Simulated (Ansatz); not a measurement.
# Si in Ansatz: the effect of exact exchange share

Crystal: Si.

```xyz
2
Lattice="0.0000 2.7219 2.7219 2.7219 0.0000 2.7219 2.7219 2.7219 0.0000" Properties=species:S:1:pos:R:3 pbc="T T T"
Si    2.7219    2.7219    2.7219
Si    4.0828    4.0828    4.0828
```

Alike in all runs:

```yaml
Program: Ansatz 0.2.0
Task: single point
Potentials_or_basis: all-electron PAW datasets made for the crystal
k_mesh: 4 × 4 × 4
Occupations: fermi-dirac, width 0.05 eV
Spin: no spin polarisation
```

| exact exchange share | functional | cutoff | gap on the mesh (eV) | pressure (GPa) |
| --- | --- | --- | --- | --- |
| 0 | PBE | 180 eV (chosen from the basis error) | 0.71 | 1.9 |
| 0.1 | PBE with a typed share of exact exchange | 200 eV (chosen from the basis error) | 1.22 | 1.2 |
| 0.25 | PBE0 | 200 eV (chosen from the basis error) | 2.01 | 0.2 |
| 0.4 | PBE with a typed share of exact exchange | 200 eV (chosen from the basis error) | ? | ? |

Q: What does the run with exact exchange share 0.4 give?

A: gap on the mesh 2.84 eV; pressure -0.8 GPa.

Worked out: A straight line through the other rows of the gap on the mesh, of slope 5.21 eV per unit of exact exchange share, extrapolates to 2.79 eV, against the run's 2.84. A straight line through the other rows of the pressure, of slope -6.79 GPa per unit of exact exchange share, extrapolates to -0.8 GPa, against the run's -0.8.

Caveats: all runs use coarse meshes.

A k mesh can miss the band edges.
